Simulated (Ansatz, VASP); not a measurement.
## CdSe: VASP beside Ansatz

```
Cd Se
1.0
     4.30153    0.00000    0.00000
     2.15077    3.72524    0.00000
     2.15077    1.24175    3.51219
Cd Se
1 1
Direct
  0.00000 0.00000 0.00000
  0.75000 0.75000 0.75000
```

Alike in both runs: functional PBEsol; k mesh 6 × 6 × 6; no spin polarisation.

Ansatz relaxed the structure, and its values are those at the end. VASP's run is a single point on that final structure, the one shown.

```csv
,VASP,Ansatz
version,VASP 6.6.1,Ansatz 0.2.0
potentials or method,"VASP PAW PBE potentials, release 64 (Cd, Se)","plane waves, PAW"
plane-wave cutoff (eV),520,470
occupations,"gaussian, width 0.01 eV",fixed
valence electrons in the cell,18,36
```

|  | VASP | Ansatz | Ansatz less VASP |
| --- | --- | --- | --- |
| pressure (GPa) | 0.3 | 0.0 | -0.34 |

The two sets of potentials don't hold the same shells in valence.

Caveats: the PAW data sets were made with another functional, which shifts forces and pressure a little (VASP).
